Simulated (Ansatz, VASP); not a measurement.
# One calculation of TaN, two programs

```
Ta N
1.0
     2.77780    0.00000    0.00000
    -1.38890    2.40565    0.00000
     0.00000    0.00000    2.97840
Ta N
1 1
Direct
  0.33333 0.66667 0.50000
  0.00000 0.00000 0.00000
```

Alike in both runs: task single point; functional PBEsol; k mesh 18 × 18 × 16; occupations gaussian, width 0.15 eV; no spin polarisation.

|  | VASP | Ansatz |
| --- | --- | --- |
| version | VASP 6.6.1 | Ansatz 0.2.0 |
| potentials or method | VASP PAW PBE potentials, release 64 (Ta_pv, N) | scalar-relativistic, plane waves, PAW |
| plane-wave cutoff (eV) | 520 | 520 |
| valence electrons in the cell | 16 | 18 |

VASP gave:

| Item | Value |
| --- | --- |
| gap on the k mesh at the Fermi level (eV) | none |
| pressure (GPa) | 27.3 |
| largest component of the traceless stress (GPa) | 40.39 |

Q: What did Ansatz give for the same quantities?

A: gap on the k mesh at the Fermi level (eV): none; pressure (GPa): 26.1; largest component of the traceless stress (GPa): 40.50.

A gap of «none» marks a metal or a gap that the smearing closes. The two sets of potentials don't hold the same shells in valence.

Caveats: so large a pressure means that the cell lies far from this level's equilibrium, or that cutoff or potentials fall short (VASP); the potentials were made for another functional, which shifts forces and pressure (VASP). The runs have no spin-orbit coupling, so splittings on Ta are missing.
